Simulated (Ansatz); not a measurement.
**SrO: what symmetry allows forces and stress to be**

```yaml
crystal:
  lattice:
    - [-0.02179, 2.72481, 2.70297]
    - [2.68118, 0.00000, 2.68118]
    - [2.60018, 2.62202, 0.08100]
  atoms:
    - { symbol: Sr, position: [0.00000, 0.04127, 0.00000] }
    - { symbol: O, position: [0.50000, 0.45873, 0.50000] }
```

These are results of DFT PBE, scalar-relativistic, plane waves, PAW (Ansatz), not measurements.

Plane waves to 420 eV, a k mesh through Γ of 8×8×8 on the computed 2-atom cell and Gaussian smearing (0.02 eV); no spin polarisation.

This distorted cell has space group C2, with 2 operations.

Problem. Without a calculation: in which directions can each atom feel a force?

Solution. A force must be left unchanged by every operation that keeps its atom in place, so it lies in the space that those operations leave fixed. Atoms that the group maps onto each other feel forces of one size.
```
atom site symmetry operations at the site equivalent to atom allowed force (Cartesian)
 Sr1              2                       2                   1   along (0.71, 0.00, 0.71)
  O2              2                       2                   2   along (0.71, 0.00, 0.71)
```

That leaves 2 independent force components of 6, tied by 1 condition that the forces sum to zero, so 1 remains. A relaxation in this cell that keeps the symmetry moves the atoms in these directions alone.

Problem. And the stress tensor?

Solution. It must be invariant under the point group, which leaves 4 independent components: xx = zz. Further linear relations between components hold in this frame.

Problem. Do the computed values obey this?

Solution. Yes. Forces (eV/Å):
```
Sr1 -0.348  0.000 -0.348
O2   0.348  0.000  0.348
```

Stress (GPa, compression positive, xx yy zz yz xz xy): -1.76 -5.50 -1.76 -1.89 -1.14 1.89. The program imposes the same operations on density, forces and stress, so this confirms the analysis and is no independent test of the calculation.